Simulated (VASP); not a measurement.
# BN (P6_3mc) in VASP: a series of runs

One crystal, BN, is run at these levels: PBE; tasks: single point.

Everything below comes from runs of VASP 6.6.1. Logs are shortened: lines on timing, memory, paths and dates and some standing lists are left out, and cuts for length are marked.

### 1 The cell of the first run

The structure is hexagonal, space group P6_3mc (No. 186). Conventional cell: a = 2.541 Å, b = 2.541 Å, c = 4.269 Å, α = 90.00°, β = 90.00°, γ = 120.00°. Around B (site symmetry 3m) lie 4 N at 1.55 to 1.65 Å. N (site symmetry 3m) is surrounded by 4 B at 1.55 to 1.65 Å.

Measurements of this composition are mostly on another form, of space group No. 194.

### 2 Single point, PBE

INCAR

```
ALGO = Normal
EDIFF = 1E-7
ENCUT = 520
GGA = PE
ISIF = 2
ISMEAR = 0
LASPH = T
LCHARG = T
LELF = T
LREAL = F
LVHAR = T
LWAVE = F
NBANDS = 16
NELM = 100
PREC = Accurate
SIGMA = 0.05
```

KPOINTS

```
k-points
0
Gamma
  12 12 6
```

POSCAR

```
BN
1.0
    2.5411645480      0.0000000000      0.0000000000
   -1.2705822740      2.2007130538      0.0000000000
    0.0000000000      0.0000000000      4.2694105571
B N
2 2
Direct
    0.6666666667      0.3333333333      0.9998064452
    0.3333333333      0.6666666667      0.4998064452
    0.6666666667      0.3333333333      0.6133579732
    0.3333333333      0.6666666667      0.1133579732
```

Potentials or basis: VASP PAW PBE potentials, release 64 (B, N).

On the command line:

```console
$ cat potpaw_PBE.64/B/POTCAR potpaw_PBE.64/N/POTCAR > POTCAR
$ mpirun -np 1 vasp_std > vasp.out
```

OUTCAR:

```text
EDIFF = 1E-7
   ENCUT = 520
   GGA = PE
   ISIF = 2
   ISMEAR = 0
   LASPH = T
   LREAL = F
   NELM = 100
   PREC = Accurate

 ion  position               nearest neighbor table
   1  0.667  0.333  1.000-   4 1.55   4 1.55   4 1.55   3 1.65
   2  0.333  0.667  0.500-   3 1.55   3 1.55   3 1.55   4 1.65
   3  0.667  0.333  0.613-   2 1.55   2 1.55   2 1.55   1 1.65
   4  0.333  0.667  0.113-   1 1.55   1 1.55   1 1.55   2 1.65

  LATTYP: Found a hexagonal cell.
 ALAT       =     2.5411645480
 C/A-ratio  =     1.6801000000

  Lattice vectors:

 A1 = (   2.5411645480,   0.0000000000,   0.0000000000)
 A2 = (  -1.2705822740,   2.2007130538,   0.0000000000)
 A3 = (   0.0000000000,   0.0000000000,   4.2694105571)

Analysis of symmetry for initial positions (statically):
=====================================================================
 Subroutine PRICEL returns:
 Original cell was already a primitive cell.

 Routine SETGRP: Setting up the symmetry group for a
 hexagonal supercell.

 Subroutine GETGRP returns: Found 12 space group operations
 (whereof  6 operations were pure point group operations)
 out of a pool of 24 trial point group operations.

The static configuration has the point symmetry C_3v.
 The point group associated with its full space group is C_6v.

Analysis of symmetry for dynamics (positions and initial velocities):
=====================================================================
 Subroutine PRICEL returns:
 Original cell was already a primitive cell.

 Routine SETGRP: Setting up the symmetry group for a
 hexagonal supercell.

 Subroutine GETGRP returns: Found 12 space group operations
 (whereof  6 operations were pure point group operations)
 out of a pool of 24 trial point group operations.

The dynamic configuration has the point symmetry C_3v.
 The point group associated with its full space group is C_6v.

 Subroutine INISYM returns: Found 12 space group operations
 (whereof  6 operations are pure point group operations),
 and found     1 'primitive' translations

----------------------------------------------------------------------------------------

                                     Primitive cell

  volume of cell :      23.8761

  direct lattice vectors                    reciprocal lattice vectors
     2.541164548  0.000000000  0.000000000     0.393520365  0.227199089  0.000000000
[... 93 lines left out ...]
   NSW    =      0    number of steps for IOM
   IBRION =     -1    ionic relax: 0-MD 1-quasi-New 2-CG
   NFREE  =      0    steps in history (QN), initial steepest desc. (CG)
   ISIF   =      2    stress and relaxation
   ISYM   =      2    0-nonsym 1-usesym 2-fastsym
   POTIM  = 0.5000    time-step for ionic-motion
   TEBEG  =    0.0;   TEEND  =   0.0 temperature during run
   PSTRESS=    0.0 pullay stress
   NELECT =      16.0000    total number of electrons
   NUPDOWN=      -1.0000    fix difference up-down
   EMIN   =  10.00;   EMAX   =-10.00  energy-range for DOS
   EFERMI =   0.00;   METHOD = LEGACY
   ISMEAR =     0;   SIGMA  =   0.05  broadening in eV -4-tet -1-fermi 0-gaus
   EFERMI_NEDOS =   21; number of points for ismear=-14 and -15
   IALGO  =     38    algorithm
   IMIX   =      4    mixing-type and parameters
     AMIX     =   0.40;   BMIX     =  1.00
     AMIX_MAG =   1.60;   BMIX_MAG =  1.00
  volume/ion in A,a.u.               =       5.97        40.28
  Fermi-wavevector in a.u.,A,eV,Ry     =   1.432606  2.707233 27.924055  2.052360
  Thomas-Fermi vector in A             =   2.552215
   LORBIT       =      0    0 simple, 1 ext, 2 COOP (PROOUT), +10 PAW based schemes
   GGA     = PE    functional components
   LHFCALC =     F    Hartree Fock is set to
   AEXX    =    0.0000 exact exchange contribution
   IVDW    =     0    specifies the selected vdW correction
   LEPSILON=     F    determine dielectric tensor
   LRPA    =     F    only Hartree local field effects (RPA)
 non-spin polarized calculation
 Gauss-broadening in eV      SIGMA  =   0.05
  energy-cutoff  :      520.00
  volume of cell :       23.88
 maximum number of plane-waves:       658
 NGX is ok and might be reduce to    20
   NGX =  9   NGY =  9   NGZ = 15

 number of electron      16.0000001 magnetization

 Free energy of the ion-electron system (eV)
  ---------------------------------------------------
  ext. energy  EPLUGINS =         0.00000000
  ---------------------------------------------------
  free energy    TOTEN  =       -34.77020213 eV

  energy without entropy =      -34.77020213  energy(sigma->0) =      -34.77020213

 E-fermi :   7.8091     XC(G=0): -12.7570

 val. band max:        7.5924869231   @ k =   0.0000   0.0000   0.0000
 cond. band min:      13.1324759890   @ k =   0.3333   0.3333   0.0000
 fundamental gap:      5.5399890659
 Fermi energy:         7.8090894483

 k-point     1 :       0.0000    0.0000    0.0000
  band No.  band energies     occupation
      1     -12.8737      2.00000
      2      -8.9050      2.00000
      3      -3.2890      2.00000
      4       5.3164      2.00000
      5       5.3165      2.00000
      6       7.1810      2.00000
[... 433 lines left out ...]
      3      -1.2351      2.00000
      4       0.1675      2.00000
      5       1.3084      2.00000
      6       3.1187      2.00000
[... 8 lines left out ...]
     15      23.4290      0.00000
     16      23.5417      0.00000

 [... further k-points ...]

------------------------ aborting loop because EDIFF is reached ----------------------------------------

  FORCE on cell =-STRESS in cart. coord.  units (eV):
  Direction    XX          YY          ZZ          XY          YZ          ZX
  --------------------------------------------------------------------------------------
  -------------------------------------------------------------------------------------
  Total        0.9325684      0.9325684     -0.9868879      0.0000000      0.0000000      0.0000000
  in kB       62.5787916     62.5787916    -66.2238290      0.0000000      0.0000000      0.0000000
  external PRESSURE =      19.6445847 kB  Pullay stress =       0.0000000 kB

 VOLUME and BASIS-vectors are now :
 -----------------------------------------------------------------------------
  energy-cutoff  :      520.00
  volume of cell :       23.88
      direct lattice vectors                 reciprocal lattice vectors
     2.541164548  0.000000000  0.000000000     0.393520365  0.227199089  0.000000000
    -1.270582274  2.200713054  0.000000000     0.000000000  0.454398177  0.000000000
     0.000000000  0.000000000  4.269410557     0.000000000  0.000000000  0.234224370

 POSITION                                       TOTAL-FORCE (eV/Angst)
 -----------------------------------------------------------------------------------
      1.27058      0.73357      4.26858        -0.000000     -0.000000     -0.962224
     -0.00000      1.46714      2.13388        -0.000000     -0.000000     -0.962224
      1.27058      0.73357      2.61868        -0.000000      0.000000      0.962224
     -0.00000      1.46714      0.48397         0.000000      0.000000      0.962224
 -----------------------------------------------------------------------------------
    total drift:                                0.000000      0.000000      0.000303

  FREE ENERGIE OF THE ION-ELECTRON SYSTEM (eV)
  ---------------------------------------------------
  free  energy   TOTEN  =       -34.7702021271 eV

  energy  without entropy=      -34.7702021271  energy(sigma->0) =      -34.77020213
```

stdout:

```text
POSCAR found type information on POSCAR B N
 POSCAR found :  2 types and       4 ions
 scaLAPACK will be used
 LDA part: xc-table for (Slater+PW92), standard interpolation
 POSCAR, INCAR and KPOINTS ok, starting setup
 FFT: planning ... GRIDC
 FFT: planning ... GRID_SOFT
 FFT: planning ... GRID
 WAVECAR not read
 entering main loop
```

It took 15 s on 1 thread of Intel Xeon Platinum 8488C (Sapphire Rapids), shared host; peak memory 0.15 GiB.

What came out:

| Property | Result |
| --- | --- |
| Free energy | -34.7702 eV |
| Pressure | 2.0 GPa |
| Largest force | 0.962 eV/Å |
| Band gap on the k mesh | 5.54 eV, indirect (least direct gap 7.47 eV) |

Forces on the atoms (eV/Å):
```
B    0.000  0.000 -0.962
B    0.000  0.000 -0.962
N    0.000  0.000  0.962
N    0.000  0.000  0.962
```

### 3 Single point, PBE

INCAR

```
ALGO = Normal
EDIFF = 1E-6
ENCUT = 520
GGA = PE
ISIF = 2
ISMEAR = 0
LASPH = T
LCHARG = F
LREAL = F
LWAVE = F
NBANDS = 16
NELM = 100
PREC = Accurate
SIGMA = 0.05
```

KPOINTS is that of step 2.

POSCAR

```
BN
1.0
    2.5279428491      0.0000000000      0.0000000000
   -1.2639714246      2.1892627267      0.0000000000
    0.0000000000      0.0000000000      4.3141872663
B N
2 2
Direct
    0.6666666667      0.3333333333      0.9998064452
    0.3333333333      0.6666666667      0.4998064452
    0.6666666667      0.3333333333      0.6133579732
    0.3333333333      0.6666666667      0.1133579732
```

Potentials or basis: VASP PAW PBE potentials, release 64 (B, N).

On the command line:

```console
$ cat potpaw_PBE.64/B/POTCAR potpaw_PBE.64/N/POTCAR > POTCAR
$ mpirun -np 1 vasp_std > vasp.out
```

OUTCAR:

```text
EDIFF = 1E-6
   ENCUT = 520
   GGA = PE
   ISIF = 2
   ISMEAR = 0
   LASPH = T
   LREAL = F
   NELM = 100
   PREC = Accurate

 ion  position               nearest neighbor table
   1  0.667  0.333  1.000-   4 1.54   4 1.54   4 1.54   3 1.67
   2  0.333  0.667  0.500-   3 1.54   3 1.54   3 1.54   4 1.67
   3  0.667  0.333  0.613-   2 1.54   2 1.54   2 1.54   1 1.67
   4  0.333  0.667  0.113-   1 1.54   1 1.54   1 1.54   2 1.67

  LATTYP: Found a hexagonal cell.
 ALAT       =     2.5279428491
 C/A-ratio  =     1.7066000000

  Lattice vectors:

 A1 = (   2.5279428491,   0.0000000000,   0.0000000000)
 A2 = (  -1.2639714246,   2.1892627267,   0.0000000000)
 A3 = (   0.0000000000,   0.0000000000,   4.3141872663)

Analysis of symmetry for initial positions (statically):
=====================================================================
 Subroutine PRICEL returns:
 Original cell was already a primitive cell.

 Routine SETGRP: Setting up the symmetry group for a
 hexagonal supercell.

 Subroutine GETGRP returns: Found 12 space group operations
 (whereof  6 operations were pure point group operations)
 out of a pool of 24 trial point group operations.

The static configuration has the point symmetry C_3v.
 The point group associated with its full space group is C_6v.

Analysis of symmetry for dynamics (positions and initial velocities):
=====================================================================
 Subroutine PRICEL returns:
 Original cell was already a primitive cell.

 Routine SETGRP: Setting up the symmetry group for a
 hexagonal supercell.

 Subroutine GETGRP returns: Found 12 space group operations
 (whereof  6 operations were pure point group operations)
 out of a pool of 24 trial point group operations.

The dynamic configuration has the point symmetry C_3v.
 The point group associated with its full space group is C_6v.

 Subroutine INISYM returns: Found 12 space group operations
 (whereof  6 operations are pure point group operations),
 and found     1 'primitive' translations

----------------------------------------------------------------------------------------

                                     Primitive cell

  volume of cell :      23.8761

  direct lattice vectors                    reciprocal lattice vectors
     2.527942849  0.000000000  0.000000000     0.395578563  0.228387390  0.000000000
    -1.263971425  2.189262727  0.000000000     0.000000000  0.456774780  0.000000000
     0.000000000  0.000000000  4.314187266     0.000000000  0.000000000  0.231793369

  length of vectors
     2.527942849  2.527942849  4.314187266     0.456774780  0.456774780  0.231793369

  position of ions in fractional coordinates (direct lattice)
     0.666666667  0.333333333  0.999806445
     0.333333333  0.666666667  0.499806445
     0.666666667  0.333333333  0.613357973
     0.333333333  0.666666667  0.113357973

  ion indices of the primitive-cell ions
   primitive index   ion index
                 1           1
                 2           2
                 3           3
                 4           4

----------------------------------------------------------------------------------------
[... 28 lines left out ...]
  0.083333  0.000000  0.000000      6.000000
  0.166667  0.000000  0.000000      6.000000
  0.250000  0.000000  0.000000      6.000000
  0.333333 -0.000000  0.000000      6.000000
  0.416667  0.000000  0.000000      6.000000
[... 16 lines left out ...]
  0.250000  0.000000  0.166667     12.000000
  0.333333 -0.000000  0.166667     12.000000
 [... further k-points ...]
   k-points           NKPTS =     76   k-points in BZ     NKDIM =     76   number of bands    NBANDS=     16
   number of dos      NEDOS =    301   number of ions     NIONS =      4
   total plane-waves  NPLWV =  12800
   dimension x,y,z NGX =    20 NGY =   20 NGZ =   32
   dimension x,y,z NGXF=    40 NGYF=   40 NGZF=   64
   ions per type =               2   2
   NGX,Y,Z   is equivalent  to a cutoff of  13.15, 13.15, 12.33 a.u.
   NGXF,Y,Z  is equivalent  to a cutoff of  26.31, 26.31, 24.66 a.u.
 SYSTEM =  unknown system
   PREC   = accura    normal or accurate (medium, high low for compatibility)
   ISTART =      0    job   : 0-new  1-cont  2-samecut
   ICHARG =      2    charge: 1-file 2-atom 10-const
   ISPIN  =      1    spin polarized calculation?
   LNONCOLLINEAR =      F non collinear calculations
   LSORBIT =      F    spin-orbit coupling
   LASPH  =      T    aspherical Exc in radial PAW
   ENCUT  =  520.0 eV  38.22 Ry    6.18 a.u.   4.70  4.70  8.02*2*pi/ulx,y,z
   NELM   =    100;   NELMIN=  2; NELMDL= -5     # of ELM steps
   EDIFF  = 0.1E-05   stopping-criterion for ELM
   LREAL  =      F    real-space projection
   EDIFFG = 0.1E-04   stopping-criterion for IOM
   NSW    =      0    number of steps for IOM
   IBRION =     -1    ionic relax: 0-MD 1-quasi-New 2-CG
   NFREE  =      0    steps in history (QN), initial steepest desc. (CG)
   ISIF   =      2    stress and relaxation
   ISYM   =      2    0-nonsym 1-usesym 2-fastsym
   POTIM  = 0.5000    time-step for ionic-motion
   TEBEG  =    0.0;   TEEND  =   0.0 temperature during run
   PSTRESS=    0.0 pullay stress
   NELECT =      16.0000    total number of electrons
   NUPDOWN=      -1.0000    fix difference up-down
   EMIN   =  10.00;   EMAX   =-10.00  energy-range for DOS
   EFERMI =   0.00;   METHOD = LEGACY
   ISMEAR =     0;   SIGMA  =   0.05  broadening in eV -4-tet -1-fermi 0-gaus
   EFERMI_NEDOS =   21; number of points for ismear=-14 and -15
   IALGO  =     38    algorithm
   IMIX   =      4    mixing-type and parameters
     AMIX     =   0.40;   BMIX     =  1.00
     AMIX_MAG =   1.60;   BMIX_MAG =  1.00
  volume/ion in A,a.u.               =       5.97        40.28
  Fermi-wavevector in a.u.,A,eV,Ry     =   1.432606  2.707233 27.924055  2.052360
  Thomas-Fermi vector in A             =   2.552215
   LORBIT       =      0    0 simple, 1 ext, 2 COOP (PROOUT), +10 PAW based schemes
   GGA     = PE    functional components
   LHFCALC =     F    Hartree Fock is set to
   AEXX    =    0.0000 exact exchange contribution
   IVDW    =     0    specifies the selected vdW correction
   LEPSILON=     F    determine dielectric tensor
   LRPA    =     F    only Hartree local field effects (RPA)
 non-spin polarized calculation
 Gauss-broadening in eV      SIGMA  =   0.05
  energy-cutoff  :      520.00
  volume of cell :       23.88
 maximum number of plane-waves:       653
 NGX is ok and might be reduce to    20
   NGX =  9   NGY =  9   NGZ = 17

 number of electron      16.0000000 magnetization

 Free energy of the ion-electron system (eV)
  ---------------------------------------------------
  ext. energy  EPLUGINS =         0.00000000
  ---------------------------------------------------
  free energy    TOTEN  =       -34.74003085 eV

  energy without entropy =      -34.74003085  energy(sigma->0) =      -34.74003085

 E-fermi :   7.8147     XC(G=0): -12.7563

 val. band max:        7.5232294433   @ k =   0.0000   0.0000   0.0000
 cond. band min:      13.0953510237   @ k =   0.3333   0.3333   0.0000
 fundamental gap:      5.5721215804
 Fermi energy:         7.8146756406

 k-point     1 :       0.0000    0.0000    0.0000
  band No.  band energies     occupation
      1     -12.8826      2.00000
      2      -9.0584      2.00000
      3      -3.3126      2.00000
      4       5.4296      2.00000
      5       5.4296      2.00000
      6       7.1868      2.00000
[... 433 lines left out ...]
      3      -1.1926      2.00000
      4       0.1359      2.00000
      5       1.2536      2.00000
      6       3.2002      2.00000
[... 8 lines left out ...]
     15      23.4360      0.00000
     16      23.5863      0.00000

 [... further k-points ...]

------------------------ aborting loop because EDIFF is reached ----------------------------------------

  FORCE on cell =-STRESS in cart. coord.  units (eV):
  Direction    XX          YY          ZZ          XY          YZ          ZX
  --------------------------------------------------------------------------------------
  -------------------------------------------------------------------------------------
  Total        1.7094947      1.7094947     -2.1580232     -0.0000000      0.0000000      0.0000000
  in kB      114.7134187    114.7134187   -144.8113399     -0.0000000      0.0000000      0.0000000
  external PRESSURE =      28.2051658 kB  Pullay stress =       0.0000000 kB

 VOLUME and BASIS-vectors are now :
 -----------------------------------------------------------------------------
  energy-cutoff  :      520.00
  volume of cell :       23.88
      direct lattice vectors                 reciprocal lattice vectors
     2.527942849  0.000000000  0.000000000     0.395578563  0.228387390  0.000000000
    -1.263971425  2.189262727  0.000000000     0.000000000  0.456774780  0.000000000
     0.000000000  0.000000000  4.314187266     0.000000000  0.000000000  0.231793369

 POSITION                                       TOTAL-FORCE (eV/Angst)
 -----------------------------------------------------------------------------------
      1.26397      0.72975      4.31335        -0.000000     -0.000000     -0.891028
     -0.00000      1.45951      2.15626        -0.000000      0.000000     -0.891028
      1.26397      0.72975      2.64614        -0.000000      0.000000      0.891028
     -0.00000      1.45951      0.48905         0.000000      0.000000      0.891028
 -----------------------------------------------------------------------------------
    total drift:                                0.000000      0.000000      0.000372

  FREE ENERGIE OF THE ION-ELECTRON SYSTEM (eV)
  ---------------------------------------------------
  free  energy   TOTEN  =       -34.7400308531 eV

  energy  without entropy=      -34.7400308531  energy(sigma->0) =      -34.74003085
```

OSZICAR:

```text
N       E                     dE             d eps       ncg     rms          rms(c)
DAV:   1     0.393858398465E+02    0.39386E+02   -0.82870E+03  2432   0.969E+02
DAV:   2    -0.343588639209E+02   -0.73745E+02   -0.68953E+02  3464   0.230E+02
DAV:   3    -0.367064420334E+02   -0.23476E+01   -0.23420E+01  2816   0.373E+01
DAV:   4    -0.367120072114E+02   -0.55652E-02   -0.55647E-02  2872   0.211E+00
DAV:   5    -0.367120220040E+02   -0.14793E-04   -0.14793E-04  2784   0.101E-01    0.954E+00
DAV:   6    -0.349053086010E+02    0.18067E+01   -0.22854E+00  2984   0.138E+01    0.451E+00
DAV:   7    -0.347690658709E+02    0.13624E+00   -0.32170E-01  3144   0.459E+00    0.276E+00
DAV:   8    -0.347409975049E+02    0.28068E-01   -0.57277E-02  2912   0.194E+00    0.262E-01
DAV:   9    -0.347397473905E+02    0.12501E-02   -0.22944E-03  2688   0.552E-01    0.141E-01
DAV:  10    -0.347400191023E+02   -0.27171E-03   -0.52179E-04  2960   0.183E-01    0.269E-02
DAV:  11    -0.347400278548E+02   -0.87525E-05   -0.33671E-05  2920   0.551E-02    0.153E-02
DAV:  12    -0.347400307310E+02   -0.28762E-05   -0.57903E-06  2904   0.234E-02    0.228E-03
DAV:  13    -0.347400308531E+02   -0.12208E-06   -0.23980E-07  1320   0.566E-03
   1 F= -.34740031E+02 E0= -.34740031E+02  d E =-.572978E-19
```

Wall time 14 s (1 thread of Intel Xeon Platinum 8488C (Sapphire Rapids), shared host); peak memory 0.14 GiB.

What came out:

- Free energy: -34.7400 eV
- Pressure: 2.8 GPa
- Largest force: 0.891 eV/Å
- Band gap on the k mesh: 5.57 eV, indirect (least direct gap 7.07 eV)

Forces in eV/Å, atoms in the order of the input:
```
B    0.000  0.000 -0.891
B    0.000  0.000 -0.891
N    0.000  0.000  0.891
N    0.000  0.000  0.891
```

A k mesh can miss the band edges.
